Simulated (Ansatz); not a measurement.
## HgSe under changes of volume

One of the cells (28.067 Å³/atom); the others are scaled copies at fixed shape and fractional positions:

```xyz
2
Lattice="0.0000 3.0390 3.0390 3.0390 0.0000 3.0390 3.0390 3.0390 0.0000" Properties=species:S:1:pos:R:3 pbc="T T T"
Hg    0.0000    0.0000    0.0000
Se    4.5585    4.5585    4.5585
```

```yaml
Program: Ansatz 0.2.0
Functional: LDA
Potentials_or_basis: Ansatz PAW
Cutoff: "420 eV (not typed: the program's choice for these potentials)"
k_mesh: 8 × 8 × 8
Occupations: fermi-dirac, width 0.05 eV
Spin: no spin polarisation
```

```tsv
volume (Å³/atom)	energy over the lowest point (meV/atom)	pressure (GPa)
26.383	?	?
26.944	5.63	2.1
27.505	0.62	0.8
28.067	0.00	-0.4
28.628	3.32	-1.5
29.189	10.10	-2.4
29.751	19.95	-3.2
```

Question: What does the run at 26.383 Å³/atom give?

Answer: Energy over the lowest point 15.64 meV/atom; pressure 3.6 GPa.

Worked out: A Birch-Murnaghan fit of order 3 (a polynomial in V^(-2/3)) to the other rows has its minimum at 27.87 Å³/atom with B0 = V·E''(V) = 58 GPa and B' = 5.0. It gives 15.64 meV/atom at 26.383 Å³/atom, against the run's 15.64, and -dE/dV = 3.6 GPa, against 3.6.

Energies are extrapolated to zero smearing.

Caveats: the PAW data sets come from PBE, with cores solved anew for the run's functional, which leaves a small shift of forces and pressure.
